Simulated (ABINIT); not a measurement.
The system is Se.

```
Se
1.0
     4.36620    0.00000    0.00000
    -2.18310    3.78124    0.00000
     0.00000    0.00000    4.95360
Se
3
Direct
  0.77460 0.77460 0.00000
  0.00000 0.22540 0.66667
  0.22540 0.00000 0.33333
```

```yaml
Program: ABINIT 10.8.3 (patched build)
Task: relaxation of cell and atoms
Functional: PBEsol
Potentials_or_basis: PseudoDojo NC SR PBEsol v0.4.1 standard
Cutoff: 1170 eV
k_mesh: 5 × 5 × 4
Occupations: fermi-dirac, width 0.05 eV
Spin: no spin polarisation
```

At the start: pressure 0.2 GPa; volume 27.26 Å³/atom.

Q: Where does the relaxation end?

A: Over 15 steps the energy falls by 26.7 meV/atom and the volume is 24.03 Å³/atom (-11.9 %); space group P3_121 (No. 152, to 0.05 Å).

The path:
| step | energy change (eV) | largest force (eV/Å) | pressure (GPa) | volume (Å³) |
| --- | --- | --- | --- | --- |
| 1 | 0.0000 | 0.3100 | 0.21 | 81.78 |
| 2 | -0.0036 | 0.2511 | -0.05 | 81.84 |
| 3 | -0.0137 | 0.0104 | -1.14 | 81.80 |
| 4 | -0.0176 | 0.0513 | -1.42 | 81.46 |
| 5 | -0.0361 | 0.2057 | -2.04 | 79.12 |
| 6 | -0.0637 | 0.2695 | -1.78 | 74.18 |
| 7 | -0.0714 | 0.2204 | -0.92 | 71.93 |
| 8 | -0.0760 | 0.1409 | -0.44 | 71.96 |
| 9 | -0.0782 | 0.0224 | 0.20 | 72.03 |
| 10 | -0.0784 | 0.0281 | 0.18 | 71.96 |
| 11 | -0.0794 | 0.0399 | 0.04 | 71.78 |
| 12 | -0.0799 | 0.0268 | -0.02 | 71.86 |
| 13 | -0.0801 | 0.0061 | -0.02 | 72.03 |
| 14 | -0.0801 | 0.0004 | 0.00 | 72.08 |
| 15 | -0.0801 | 0.0000 | 0.00 | 72.08 |

Final structure:
```yaml
crystal:
  lattice:
    - [4.02688, 0.00000, 0.00000]
    - [-2.01344, 3.48738, 0.00000]
    - [0.00000, 0.00000, 5.13274]
  atoms:
    - { symbol: Se, position: [0.75041, 0.75041, 0.00000] }
    - { symbol: Se, position: [0.00000, 0.24959, 0.66667] }
    - { symbol: Se, position: [0.24959, 0.00000, 0.33333] }
```

Caveat: the volume moved by -12 % from the deposited cell, more than functionals usually miss.
